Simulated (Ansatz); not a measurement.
**An Al vacancy in wurtzite AlN, 95 atoms, charge 0**

Wanted: geometry, formation energy and gap levels of the defect, compared across PBEsol and HSE06.

All numbers are computed with Ansatz 0.2.0 (PAW, plane waves).

### 1 The system as built

95 atoms (47 Al, 48 N); a = 9.341 Å, b = 10.787 Å, c = 9.967 Å, α = 90.00°, β = 90.00°, γ = 90.00°. All atoms were shaken off their sites by about 0.02 Å along each axis; atoms next to an added one may be pushed further to make room. Defect site 1: (0.500, 0.417, 0.498). Starting moments add up to 1 μB.

Steps to follow: (2) PBEsol relaxation at the single k point (¼, ¼, ¼), on 1 × NVIDIA GB200 with 8 threads of Arm Neoverse-V2; (3) HSE06 single point at the single k point (¼, ¼, ¼), on 1 × NVIDIA GB200 with 8 threads of Arm Neoverse-V2.

### 2 PBEsol relaxation in the fixed cell

The input, in.yaml:

```yaml
crystal:
  lattice:
    - [9.341448, 0.000000, 0.000000]
    - [0.000000, 10.786575, 0.000000]
    - [0.000000, 0.000000, 9.967057]
  atoms:
    - { symbol: Al, position: [0.165264, 0.082130, 0.248849] }
    - { symbol: Al, position: [0.163322, 0.083915, 0.746613] }
    - { symbol: Al, position: [0.998763, 0.333941, 0.247025] }
    - { symbol: Al, position: [0.996369, 0.336812, 0.749205] }
    - { symbol: Al, position: [0.500988, 0.086414, 0.245776] }
    - { symbol: Al, position: [0.503122, 0.081793, 0.748039] }
    - { symbol: Al, position: [0.333738, 0.333512, 0.247108] }
    - { symbol: Al, position: [0.335523, 0.330291, 0.751042] }
    - { symbol: Al, position: [0.166835, 0.583942, 0.247337] }
    - { symbol: Al, position: [0.167520, 0.582034, 0.750825] }
    - { symbol: Al, position: [0.997261, 0.835555, 0.250582] }
    - { symbol: Al, position: [0.001293, 0.831869, 0.747966] }
    - { symbol: Al, position: [0.833362, 0.082896, 0.247472] }
    - { symbol: Al, position: [0.829934, 0.080967, 0.747076] }
    - { symbol: Al, position: [0.668390, 0.332764, 0.245404] }
    - { symbol: Al, position: [0.664401, 0.330669, 0.752690] }
    - { symbol: Al, position: [0.500667, 0.585231, 0.249813] }
    - { symbol: Al, position: [0.501118, 0.585879, 0.749556] }
    - { symbol: Al, position: [0.330214, 0.834155, 0.250725] }
    - { symbol: Al, position: [0.334852, 0.833430, 0.747610] }
    - { symbol: Al, position: [0.835949, 0.581781, 0.249661] }
    - { symbol: Al, position: [0.832127, 0.587453, 0.747150] }
    - { symbol: Al, position: [0.666785, 0.836390, 0.247662] }
    - { symbol: Al, position: [0.666369, 0.831007, 0.748854] }
    - { symbol: Al, position: [0.999180, 0.169821, 0.496952] }
    - { symbol: Al, position: [0.998859, 0.167768, 0.000373] }
    - { symbol: Al, position: [0.334656, 0.165552, 0.502593] }
    - { symbol: Al, position: [0.330198, 0.166142, 0.997574] }
    - { symbol: Al, position: [0.167444, 0.416718, 0.495447] }
    - { symbol: Al, position: [0.167425, 0.417431, 0.003372] }
    - { symbol: Al, position: [0.997689, 0.667768, 0.497682] }
    - { symbol: Al, position: [0.998617, 0.668322, 0.001952] }
    - { symbol: Al, position: [0.667543, 0.166295, 0.501900] }
    - { symbol: Al, position: [0.666361, 0.165794, 0.997973] }
    - { symbol: Al, position: [0.501335, 0.416993, 0.995724] }
    - { symbol: Al, position: [0.334948, 0.663367, 0.496139] }
    - { symbol: Al, position: [0.336002, 0.664755, 0.997691] }
    - { symbol: Al, position: [0.166570, 0.914250, 0.500045] }
    - { symbol: Al, position: [0.167899, 0.916119, 0.997805] }
    - { symbol: Al, position: [0.829879, 0.415749, 0.498632] }
    - { symbol: Al, position: [0.834953, 0.415035, 0.000250] }
    - { symbol: Al, position: [0.668214, 0.667591, 0.496061] }
    - { symbol: Al, position: [0.661211, 0.664794, 0.996202] }
    - { symbol: Al, position: [0.501146, 0.918836, 0.499979] }
    - { symbol: Al, position: [0.498748, 0.918147, 0.998824] }
    - { symbol: Al, position: [0.833679, 0.916034, 0.497178] }
    - { symbol: Al, position: [0.833219, 0.913334, 0.999478] }
    - { symbol: N, position: [0.000417, 0.166602, 0.187486] }
    - { symbol: N, position: [0.999953, 0.167084, 0.691024] }
    - { symbol: N, position: [0.335029, 0.167761, 0.189259] }
    - { symbol: N, position: [0.337423, 0.166279, 0.687588] }
    - { symbol: N, position: [0.166626, 0.414847, 0.191318] }
    - { symbol: N, position: [0.170372, 0.418543, 0.686294] }
    - { symbol: N, position: [0.999338, 0.667179, 0.186800] }
    - { symbol: N, position: [0.001339, 0.667508, 0.689278] }
    - { symbol: N, position: [0.667075, 0.167235, 0.190096] }
    - { symbol: N, position: [0.666499, 0.165108, 0.689261] }
    - { symbol: N, position: [0.501103, 0.418239, 0.188145] }
    - { symbol: N, position: [0.500641, 0.416325, 0.689981], spin: 0.25 }
    - { symbol: N, position: [0.334377, 0.664617, 0.188607] }
    - { symbol: N, position: [0.331777, 0.667734, 0.687643] }
    - { symbol: N, position: [0.166817, 0.916385, 0.192176] }
    - { symbol: N, position: [0.168685, 0.915819, 0.690747] }
    - { symbol: N, position: [0.833764, 0.415697, 0.193994] }
    - { symbol: N, position: [0.837144, 0.415541, 0.691238] }
    - { symbol: N, position: [0.667888, 0.666473, 0.189374] }
    - { symbol: N, position: [0.665655, 0.668340, 0.688731] }
    - { symbol: N, position: [0.499657, 0.914669, 0.189121] }
    - { symbol: N, position: [0.499787, 0.917018, 0.690654] }
    - { symbol: N, position: [0.836991, 0.913544, 0.190710] }
    - { symbol: N, position: [0.834734, 0.914112, 0.690912] }
    - { symbol: N, position: [0.164411, 0.080820, 0.441087] }
    - { symbol: N, position: [0.170541, 0.083068, 0.935410] }
    - { symbol: N, position: [0.999625, 0.331989, 0.438613] }
    - { symbol: N, position: [0.999533, 0.335342, 0.940484] }
    - { symbol: N, position: [0.501909, 0.081392, 0.439928] }
    - { symbol: N, position: [0.499889, 0.081347, 0.938095] }
    - { symbol: N, position: [0.334679, 0.331518, 0.439793], spin: 0.25 }
    - { symbol: N, position: [0.336073, 0.328544, 0.938047] }
    - { symbol: N, position: [0.165171, 0.583690, 0.439425] }
    - { symbol: N, position: [0.163801, 0.584904, 0.942469] }
    - { symbol: N, position: [0.997379, 0.833378, 0.439998] }
    - { symbol: N, position: [0.000351, 0.834226, 0.940287] }
    - { symbol: N, position: [0.833779, 0.084784, 0.438094] }
    - { symbol: N, position: [0.830532, 0.082157, 0.938260] }
    - { symbol: N, position: [0.668511, 0.331659, 0.440777], spin: 0.25 }
    - { symbol: N, position: [0.671155, 0.332861, 0.937743] }
    - { symbol: N, position: [0.500400, 0.586082, 0.439531], spin: 0.25 }
    - { symbol: N, position: [0.498722, 0.585551, 0.942519] }
    - { symbol: N, position: [0.332221, 0.832038, 0.436897] }
    - { symbol: N, position: [0.333399, 0.832059, 0.942067] }
    - { symbol: N, position: [0.831371, 0.585182, 0.436301] }
    - { symbol: N, position: [0.829468, 0.583422, 0.939667] }
    - { symbol: N, position: [0.665303, 0.835851, 0.440082] }
    - { symbol: N, position: [0.666348, 0.830779, 0.938828] }
  symmetry: { detect: false }
kpoints:
  mp_grid: { grid: [1, 1, 1], shift: [0.25, 0.25, 0.25] }
hamiltonian:
  xc: pbesol
magnetization:
  spin_polarized: true
  initial_magnetization: 1
  spin_locking: { lock_magnetization: hard }
scf:
  occupations: { method: fermi_dirac, width: 0.01 }
relax:
  f_tol: 0.03
  max_steps: 80
  escape_saddle: false
  adjacent_minimum: "off"
output:
  forces: true
  eigenvalues: true
  populations: true
```

The run is started by

```
$ ansatz run in.yaml --threads 8 --pin off --max-ram 118750MiB --runs-dir r --events-out ev --progress --plain --backend cuda --devices 0, --max-vram 170GiB
```

The runs that follow: HSE06 on the final geometry.

Q: Predict the outcome of this session. Wanted: for each run, formation energy; host gap; top filled to lowest empty; moment.

The runs gave:

```
             level         time  formation energy (eV)  host gap (eV)  top filled to lowest empty (eV)  moment (μB)
PBEsol, relaxation  6.8 s (GPU)                   9.71           4.09                             0.54         1.00
             HSE06   39 s (GPU)                  10.10           5.55                             1.04         1.00
```

| quantity | value |
| --- | --- |
| relaxation | 4 recorded steps, 1.66 eV gained |
| largest shift | 0.27 Å (N78) |
| largest local moment | -0.89 μB on N |

**In words.** Relaxation gains 1.66 eV, with shifts up to 0.27 Å (N78). Part of this undoes the random shake of the start. The formation energy goes from 9.71 eV (PBEsol) to 10.10 eV (HSE06). The reservoirs are the elements' reference phases; where the defect changes the composition, the value depends on that choice. HSE06 puts 4 localised levels over 0.1 eV inside the gap, at 0.98 (filled), 2.02 (empty), 2.14 (empty), 2.52 (empty) eV, the tightest of them shared by about 2 atoms. The host's edges were read at Γ, so band-like levels at this k point need not coincide with them. Finite-cell errors of some tenths of an eV remain in such numbers.
